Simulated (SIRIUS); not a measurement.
**Equation of state of NiAl under BLYP**

The structure is cubic, space group Pm-3m (No. 221). Conventional cell: a = 2.881 Å, b = 2.881 Å, c = 2.881 Å, α = 90.00°, β = 90.00°, γ = 90.00°. Ni (site symmetry m-3m) has 8 Al at 2.50 Å as nearest neighbours. Al (site symmetry m-3m) is surrounded by 8 Ni at 2.50 Å.

The cell was scaled at fixed shape and fractions and run with SIRIUS, all-electron FP-LAPW, apw+lo standard; BLYP, k mesh 9 × 9 × 9 on the cell of 2 atoms, fermi-dirac occupations of 0.05 eV, collinear spin, ferromagnetic start, no spin-orbit coupling. Energies are those that the program minimises, any entropy of the smearing included. For a metal such a mesh isn't converged to the digits shown. The magnetic state is the one that the start led to, which needn't be the lowest.

| V (Å³/atom) | energy over the lowest row (meV/atom) |
| --- | --- |
| 11.2390 | 64.20 |
| 11.4781 | ? |
| 11.7173 | 21.87 |
| 11.9564 | 9.62 |
| 12.1955 | 2.43 |
| 12.4346 | 0.00 |
| 12.6738 | 1.50 |

Q: Fit the third-order Birch-Murnaghan form, give V0, B0 and B′, and predict the energy left open.

A: With y = (V0/V)^(2/3), E = E0 + (9 V0 B0/16) [(y - 1)³ B′ + (y - 1)² (6 - 4y)]. Least squares through the rows shown give V0 = 12.4586 Å³/atom, E0 = -0.08 meV, B0 = 141.8 GPa (1 eV/Å³ = 160.218 GPa) and B′ = 4.71, with a largest miss of 0.06 meV. At V = 11.4781 the form with these constants gives 39.83 meV; the run gave 39.82 meV an atom.

The fitted minimum lies at 12.4586 Å³/atom, well above the 11.9564 Å³/atom of the listed cell, which is itself close to the measured volume of B2 NiAl. BLYP thus underbinds the alloy, and the bulk modulus of 141.8 GPa is correspondingly on the soft side of experiment. The likely cause is the functional: LYP correlation doesn't recover the uniform electron gas, a limit that matters for the delocalised sp electrons that bind here together with Ni d–Al p hybridisation. At the larger equilibrium volume this overlap is weaker, and so is the resistance to compression.

The positive B′ reflects the stiffening as the atoms are pushed together, when kinetic energy and Pauli repulsion rise faster than the bonding gains. The close prediction at 11.4781 Å³/atom shows that the curve is smooth, but as an interpolation it says nothing about the accuracy of BLYP. Only one row lies beyond the fitted minimum, so B′ rests mainly on the compressed side and the behaviour under strong expansion remains untested.
